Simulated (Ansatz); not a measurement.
Pt:

```xyz
1
Lattice="-1.5842 1.5842 1.5842 1.5842 -1.5842 1.5842 1.5842 1.5842 -1.5842" Properties=species:S:1:pos:R:3 pbc="T T T"
Pt    0.0000    0.0000    0.0000
```

This isn't the form of Pt at room conditions, which is fcc.

Program: Ansatz 0.2.0. Alike in all runs: task band structure; potentials or basis Ansatz PAW; cell as given; smearing fermi-dirac 0.05 eV.

Task: Order these runs on this cell by their pressure, lowest first.
A. level LDA; spin SOC, no magnetisation; k mesh 9 × 9 × 9; cutoff (eV) 420
B. level r2SCAN; spin SOC, no magnetisation; k mesh 9 × 9 × 9; cutoff (eV) 500
C. level BLYP; spin off; k mesh 12 × 12 × 12; cutoff (eV) 420
D. level PBEsol; spin SOC, no magnetisation; k mesh 12 × 12 × 12; cutoff (eV) 420

Result: A (-15.9 GPa), D (-10.8 GPa), B (-6.9 GPa), C (12.4 GPa).

Caveats: the PAW data sets come from PBE, with cores solved anew for the run's functional, which leaves a small shift of forces and pressure; so large a pressure means that the cell lies far from this level's equilibrium, or that cutoff or potentials fall short (some runs); the potentials were made for another functional, which shifts forces and pressure (some runs).

Not every run made on this cell is shown here.
